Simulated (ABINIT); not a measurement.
# SnSe (Fm-3m) in ABINIT: further runs

The runs below take SnSe through relaxation of cell and atoms, single point, with LDA.

Everything below comes from runs of ABINIT 10.8.3 (patched build). Logs are shortened: lines on timing, memory, paths and dates and some standing lists are left out, and cuts for length are marked. The log counts tension as positive stress, the text compression.

## 1. The structure

The structure is cubic, space group Fm-3m (No. 225). Conventional cell: a = 6.020 Å, b = 6.020 Å, c = 6.020 Å, α = 90.00°, β = 90.00°, γ = 90.00°. Sn (site symmetry m-3m) is surrounded by 6 Se at 3.01 Å. Se (site symmetry m-3m) is surrounded by 6 Sn at 3.01 Å.

Measurements of this composition are mostly on another form, of space group No. 62.

## 2. Relaxation of cell and atoms, LDA

Input file run.abi:

```
# Pseudopotentials
pp_dirpath "./"
pseudos "Sn.upf, Se.upf"

# Structure
acell 3*1.0 Angstrom
rprim
     0.0000000000     3.0100000000     3.0100000000
     3.0100000000     0.0000000000     3.0100000000
     3.0100000000     3.0100000000     0.0000000000
ntypat 2
znucl 50 34
natom 2
typat 1 2
chkprim 0
chksymtnons 0
tolsym 1.0e-6
xred
            0.0            0.0            0.0
            1/2            1/2            1/2

# Plane-wave basis
ecut 43.0
ecutsm 0.5

# k points
kptopt 1
ngkpt 6 6 6
nshiftk 1
shiftk 0.0 0.0 0.0

# Exchange and correlation
ixc 7

# Bands and occupations
nband 19
occopt 3
tsmear 0.05 eV

# SCF cycle
nstep 80
tolvrs 1.0e-12

# Output
iomode 3
prteig 0
prtebands 0
prtwf 0
prtden 0

# Relaxation
ionmov 2
optcell 2
ntime 50
tolmxf 2.0e-5
dilatmx 1.08
```

Potentials or basis: PseudoDojo NC SR LDA v0.4.1 standard.

Started as:

```bash
abinit run.abi > log 2>&1
```

run.abo:

```text
.Version 10.8.3 of ABINIT
 Symmetries : space group Fm -3 m (#225); Bravais cF (face-center cubic)
================================================================================
 Values of the parameters that define the memory need of the present run
     intxc =       0    ionmov =       2      iscf =       7    lmnmax =       6
     lnmax =       6     mgfft =      54  mpssoang =       3    mqgrid =    3001
     natom =       2  nloc_mem =       1    nspden =       1   nspinor =       1
    nsppol =       1      nsym =      48    n1xccc =    2501    ntypat =       2
    occopt =       3   xclevel =       1
       mpw =        6253          nfft =      157464          nkpt =          16
================================================================================
================================================================================

--------------------------------------------------------------------------------
------------- Echo of variables that govern the present computation ------------
--------------------------------------------------------------------------------
 -outvars: echo values of preprocessed input variables --------
            acell      1.8897261259E+00  1.8897261259E+00  1.8897261259E+00 Bohr
              amu      1.18710000E+02  7.89600000E+01
          chkprim           0
      chksymtnons           0
          dilatmx      1.08000000E+00
             ecut      4.30000000E+01 Hartree
           ecutsm      5.00000000E-01 Hartree
           ionmov           2
              ixc           7
         kptrlatt        6    0    0      0    6    0      0    0    6
          kptrlen      4.82649223E+01
            natom           2
            nband          19
            ngfft          54      54      54
             nkpt          16
            nstep          80
             nsym          48
            ntime          50
           ntypat           2
           occopt           3
          optcell           2
           prtden           0
        prtebands           0
           prteig           0
            prtwf           0
            rprim      0.0000000000E+00  3.0100000000E+00  3.0100000000E+00
                       3.0100000000E+00  0.0000000000E+00  3.0100000000E+00
                       3.0100000000E+00  3.0100000000E+00  0.0000000000E+00
          spgroup         225
           tolmxf      2.00000000E-05
           tolsym      1.00000000E-06
           tolvrs      1.00000000E-12
           tsmear      1.83746611E-03 Hartree
            typat      1  2
           xangst      0.0000000000E+00  0.0000000000E+00  0.0000000000E+00
                       3.0100000000E+00  3.0100000000E+00  3.0100000000E+00
            xcart      0.0000000000E+00  0.0000000000E+00  0.0000000000E+00
                       5.6880756390E+00  5.6880756390E+00  5.6880756390E+00
             xred      0.0000000000E+00  0.0000000000E+00  0.0000000000E+00
                       5.0000000000E-01  5.0000000000E-01  5.0000000000E-01
            znucl       50.00000   34.00000

================================================================================

 chkinp: Checking input parameters for consistency.

================================================================================
== DATASET  1 ==================================================================

--- !DatasetInfo
iteration_state: {dtset: 1, }
dimensions: {natom: 2, nkpt: 16, mband: 19, nsppol: 1, nspinor: 1, nspden: 1, mpw: 6253, }
cutoff_energies: {ecut:  43.0, pawecutdg:  -1.0, }
electrons: {nelect:   3.00000000E+01, charge:   0.00000000E+00, occopt:   3.00000000E+00, tsmear:   1.83746611E-03, }
meta: {optdriver: 0, ionmov: 2, optcell: 2, iscf: 7, paral_kgb: 0, }
...

 Exchange-correlation functional for the present dataset will be:
  LDA: Perdew-Wang 92 LSD fit to Ceperley-Alder data - ixc=7
  J.P.Perdew and Y.Wang, PRB 45, 13244 (1992)

 Real(R)+Recip(G) space primitive vectors, cartesian coordinates (Bohr,Bohr^-1):
 R(1)=  0.0000000  5.6880756  5.6880756  G(1)= -0.0879032  0.0879032  0.0879032
 R(2)=  5.6880756  0.0000000  5.6880756  G(2)=  0.0879032 -0.0879032  0.0879032
 R(3)=  5.6880756  5.6880756  0.0000000  G(3)=  0.0879032  0.0879032 -0.0879032
 Unit cell volume ucvol=  3.6806632E+02 bohr^3
 Angles (23,13,12)=  6.00000000E+01  6.00000000E+01  6.00000000E+01 degrees

 getcut: wavevector=  0.0000  0.0000  0.0000  ngfft=  54  54  54
         ecut(hartree)=     50.155   => boxcut(ratio)=   2.10639

--- Pseudopotential description ------------------------------------------------
- pspini: atom type   1  psp file is ./Sn.upf
  50.00000  14.00000  180309                  znucl, zion, pspdat
12 -1012 2 -1 1608                            pspcod,pspxc,lmax,lloc,mmax
     nproj     2     2     2

- pspini: atom type   2  psp file is ./Se.upf
  34.00000  16.00000  180309                  znucl, zion, pspdat
12 -1012 2 -1 1198                            pspcod,pspxc,lmax,lloc,mmax
     nproj     2     2     2

   1.82573548E+03                                ecore*ucvol(ha*bohr**3)
--------------------------------------------------------------------------------

================================================================================

=== [ionmov= 2] Broyden-Fletcher-Goldfarb-Shanno method (forces)
================================================================================

--- Iteration: ( 1/50) Internal Cycle: (1/1)
--------------------------------------------------------------------------------

---SELF-CONSISTENT-FIELD CONVERGENCE--------------------------------------------

--- !BeginCycle
iteration_state: {dtset: 1, itime: 1, icycle: 1, }
solver: {iscf: 7, nstep: 80, nline: 4, wfoptalg: 0, }
tolerances: {tolvrs: 1.00E-12, }
...

     iter   Etot(hartree)      deltaE(h)  residm     vres2
 ETOT  1  -198.97545258065    -1.990E+02 9.864E-01 1.164E+02
 ETOT  2  -199.78937092830    -8.139E-01 4.045E-02 2.090E+01
 ETOT  3  -199.79166199260    -2.291E-03 1.888E-03 5.359E-01
 ETOT  4  -199.79170339907    -4.141E-05 1.141E-03 6.730E-02
 ETOT  5  -199.79171066984    -7.271E-06 7.395E-04 9.443E-03
 ETOT  6  -199.79171141997    -7.501E-07 4.762E-04 3.363E-04
 ETOT  7  -199.79171145055    -3.058E-08 2.547E-04 3.175E-05
 ETOT  8  -199.79171145350    -2.940E-09 1.476E-04 8.542E-07
 ETOT  9  -199.79171145360    -1.028E-10 9.242E-05 5.729E-10
 ETOT 10  -199.79171145357     2.910E-11 4.183E-05 1.304E-12
 ETOT 11  -199.79171145360    -2.811E-11 5.497E-05 2.822E-14

 At SCF step   11       vres2   =  2.82E-14 < tolvrs=  1.00E-12 =>converged.

 Cartesian components of stress tensor (hartree/bohr^3)
  sigma(1 1)=  1.24765226E-04  sigma(3 2)=  0.00000000E+00
  sigma(2 2)=  1.24765226E-04  sigma(3 1)=  0.00000000E+00
  sigma(3 3)=  1.24765226E-04  sigma(2 1)=  0.00000000E+00

--- !ResultsGS
iteration_state: {dtset: 1, itime: 1, icycle: 1, }
comment   : Summary of ground state results
lattice_vectors:
- [  0.0000000,   5.6880756,   5.6880756, ]
- [  5.6880756,   0.0000000,   5.6880756, ]
- [  5.6880756,   5.6880756,   0.0000000, ]
lattice_lengths: [   8.04415,    8.04415,    8.04415, ]
lattice_angles: [ 60.000,  60.000,  60.000, ] # degrees, (23, 13, 12)
lattice_volume:   3.6806632E+02
convergence: {deltae: -2.811E-11, res2:  2.822E-14, residm:  5.497E-05, diffor: null, }
etotal    :  -1.99791711E+02
entropy   :   0.00000000E+00
fermie    :   1.77726569E-01
cartesian_stress_tensor: # hartree/bohr^3
- [  1.24765226E-04,   0.00000000E+00,   0.00000000E+00, ]
- [  0.00000000E+00,   1.24765226E-04,   0.00000000E+00, ]
- [  0.00000000E+00,   0.00000000E+00,   1.24765226E-04, ]
pressure_GPa:  -3.6707E+00
xred      :
- [  0.0000E+00,   0.0000E+00,   0.0000E+00, Sn]
- [  5.0000E-01,   5.0000E-01,   5.0000E-01, Se]
cartesian_forces: # hartree/bohr
- [ -0.00000000E+00,  -0.00000000E+00,  -0.00000000E+00, ]
[... 403 lines left out ...]
 Cartesian coordinates (xcart) [bohr]
  0.00000000000000E+00  0.00000000000000E+00  0.00000000000000E+00
  5.55682581956859E+00  5.55682581956859E+00  5.55682581956859E+00
 Reduced coordinates (xred)
  0.00000000000000E+00  0.00000000000000E+00  0.00000000000000E+00
  5.00000000000000E-01  5.00000000000000E-01  5.00000000000000E-01
 Cartesian forces (fcart) [Ha/bohr]; max,rms= 0.00000E+00 0.00000E+00 (free atoms)
 -0.00000000000000E+00 -0.00000000000000E+00 -0.00000000000000E+00
 -0.00000000000000E+00 -0.00000000000000E+00 -0.00000000000000E+00
 Gradient of E wrt nuclear positions in reduced coordinates (gred)
  0.00000000000000E+00  0.00000000000000E+00  0.00000000000000E+00
  0.00000000000000E+00  0.00000000000000E+00  0.00000000000000E+00
 Scale of Primitive Cell (acell) [bohr]
  7.85853843777889E+00  7.85853843777889E+00  7.85853843777889E+00
 Real space primitive translations (rprimd) [bohr]
  0.00000000000000E+00  5.55682581956859E+00  5.55682581956859E+00
  5.55682581956859E+00  0.00000000000000E+00  5.55682581956859E+00
  5.55682581956859E+00  5.55682581956859E+00  0.00000000000000E+00
 Unitary Cell Volume (ucvol) [Bohr^3]=  3.43170815986989E+02
 Angles (23,13,12)= [degrees]
  6.00000000000000E+01  6.00000000000000E+01  6.00000000000000E+01
 Lengths [Bohr]
  7.85853843777889E+00  7.85853843777889E+00  7.85853843777889E+00
 Stress tensor in cartesian coordinates (strten) [Ha/bohr^3]
  8.85572778996924E-09  0.00000000000000E+00  0.00000000000000E+00
  0.00000000000000E+00  8.85572778476507E-09  0.00000000000000E+00
  0.00000000000000E+00  0.00000000000000E+00  8.85572777262200E-09
 Total energy (etotal) [Ha]= -1.99793366076409E+02

 Difference of energy with previous step (new-old):
           Absolute (Ha)=-9.04182E-08
           Relative     =-4.52558E-10

 At Broyd/MD step   5, gradients are converged :
  max grad (force/stress) = 8.8557E-07 < tolmxf= 2.0000E-05 ha/bohr (free atoms)

================================================================================

 ----iterations are completed or convergence reached----

 Mean square residual over all n,k,spin=   21.686E-13; max=  65.818E-11
 reduced coordinates (array xred) for    2 atoms
       0.000000000000      0.000000000000      0.000000000000
       0.500000000000      0.500000000000      0.500000000000
 rms dE/dt=  0.0000E+00; max dE/dt=  0.0000E+00; dE/dt below (all hartree)
    1       0.000000000000      0.000000000000      0.000000000000
    2       0.000000000000      0.000000000000      0.000000000000

 cartesian coordinates (angstrom) at end:
    1      0.00000000000000     0.00000000000000     0.00000000000000
    2      2.94054558667818     2.94054558667818     2.94054558667818

 cartesian forces (hartree/bohr) at end:
    1     -0.00000000000000    -0.00000000000000    -0.00000000000000
    2     -0.00000000000000    -0.00000000000000    -0.00000000000000
 frms,max,avg= 0.0000000E+00 0.0000000E+00   0.000E+00  0.000E+00  0.000E+00 h/b

 cartesian forces (eV/Angstrom) at end:
    1     -0.00000000000000    -0.00000000000000    -0.00000000000000
    2     -0.00000000000000    -0.00000000000000    -0.00000000000000
 frms,max,avg= 0.0000000E+00 0.0000000E+00   0.000E+00  0.000E+00  0.000E+00 e/A
 length scales=  7.858538437779  7.858538437779  7.858538437779 bohr
              =  4.158559449457  4.158559449457  4.158559449457 angstroms
 Fermi (or HOMO) energy (hartree) =   0.20941   Average Vxc (hartree)=  -0.39482
 Eigenvalues (hartree) for nkpt=  16  k points:
 kpt#   1, nband= 19, wtk=  0.00463, kpt=  0.0000  0.0000  0.0000 (reduced coord)
  -1.56715   -1.56715   -1.56707   -1.56707   -1.56707   -0.59140   -0.59140   -0.59123
  -0.59123   -0.59123   -0.33110    0.01411    0.11111    0.11111    0.11111    0.36293
   0.36293    0.36293    0.41171
      occupation numbers for kpt#   1
   2.00000    2.00000    2.00000    2.00000    2.00000    2.00000    2.00000    2.00000
   2.00000    2.00000    2.00000    2.00000    2.00000    2.00000    2.00000    0.00000
   0.00000    0.00000    0.00000
 prteigrs : prtvol=0 or 1, do not print more k-points.

--- !EnergyTerms
iteration_state     : {dtset: 1, itime: 5, icycle: 1, }
comment             : Components of total free energy in Hartree
kinetic             :  1.25150816634746E+02
hartree             :  5.20896676166209E+01
xc                  : -4.55679892627910E+01
Ewald energy        : -1.15198769632745E+02
psp_core            :  5.32019447307941E+00
local_psp           : -1.48436234121695E+02
non_local_psp       : -7.31510516090585E+01
internal            : -1.99793365901843E+02
'-kT*entropy'       : -1.74565739168202E-07
total_energy        : -1.99793366076409E+02
total_energy_eV     : -5.43665445368984E+03
band_energy         : -2.17591032677470E+01
...

 Cartesian components of stress tensor (hartree/bohr^3)
  sigma(1 1)=  8.85572779E-09  sigma(3 2)=  0.00000000E+00
  sigma(2 2)=  8.85572778E-09  sigma(3 1)=  0.00000000E+00
  sigma(3 3)=  8.85572777E-09  sigma(2 1)=  0.00000000E+00

-Cartesian components of stress tensor (GPa)         [Pressure= -2.6054E-04 GPa]
- sigma(1 1)=  2.60544507E-04  sigma(3 2)=  0.00000000E+00
- sigma(2 2)=  2.60544507E-04  sigma(3 1)=  0.00000000E+00
- sigma(3 3)=  2.60544506E-04  sigma(2 1)=  0.00000000E+00

== END DATASET(S) ==============================================================
================================================================================

 -outvars: echo values of variables after computation  --------
            acell      7.8585384378E+00  7.8585384378E+00  7.8585384378E+00 Bohr
           etotal     -1.9979336608E+02
            fcart     -0.0000000000E+00 -0.0000000000E+00 -0.0000000000E+00
                      -0.0000000000E+00 -0.0000000000E+00 -0.0000000000E+00
            rprim      0.0000000000E+00  7.0710678119E-01  7.0710678119E-01
                       7.0710678119E-01  0.0000000000E+00  7.0710678119E-01
                       7.0710678119E-01  7.0710678119E-01  0.0000000000E+00
           strten      8.8557277900E-09  8.8557277848E-09  8.8557277726E-09
                       0.0000000000E+00  0.0000000000E+00  0.0000000000E+00
           xangst      0.0000000000E+00  0.0000000000E+00  0.0000000000E+00
                       2.9405455867E+00  2.9405455867E+00  2.9405455867E+00
             xred      0.0000000000E+00  0.0000000000E+00  0.0000000000E+00
                       5.0000000000E-01  5.0000000000E-01  5.0000000000E-01
 Calculation completed.
```

Wall time 2.7 min (1 thread of AMD EPYC 9R45 (Zen 5), shared host); peak memory 0.12 GiB.

Results:

```
Free energy                            : -5436.6545 eV
Relaxed volume                         : 25.43 Å³/atom
Relaxed cell                           : a = 4.159 Å, b = 4.159 Å, c = 4.159 Å, α = 60.00°, β = 60.00°, γ = 60.00°
Space group after relaxing (to 0.05 Å) : Fm-3m (No. 225)
Energy gained by relaxing              : 22.5 meV/atom
Ionic steps                            : 5
Pressure after relaxing                : 0.0 GPa
Band gap on the k mesh                 : 0.91 eV, direct
```

The path:
```csv
step,energy change (eV),largest force (eV/Å),pressure (GPa),volume (Å³)
1,0.0000,0.0000,-3.67,54.54
2,-0.0130,0.0000,-3.16,53.93
3,-0.0446,0.0000,0.38,50.54
4,-0.0450,0.0000,-0.03,50.88
5,-0.0450,0.0000,0.00,50.85
```

Final structure:
```
Sn Se
1.0
     0.00000    2.94055    2.94055
     2.94055    0.00000    2.94055
     2.94055    2.94055    0.00000
Sn Se
1 1
Direct
  0.00000 0.00000 0.00000
  0.50000 0.50000 0.50000
```

Caveat: spin-orbit coupling is left out, which moves the levels of the heavy elements. Zero-point motion and thermal expansion aren't in these numbers.

(Part 1 of 2 ends here.)
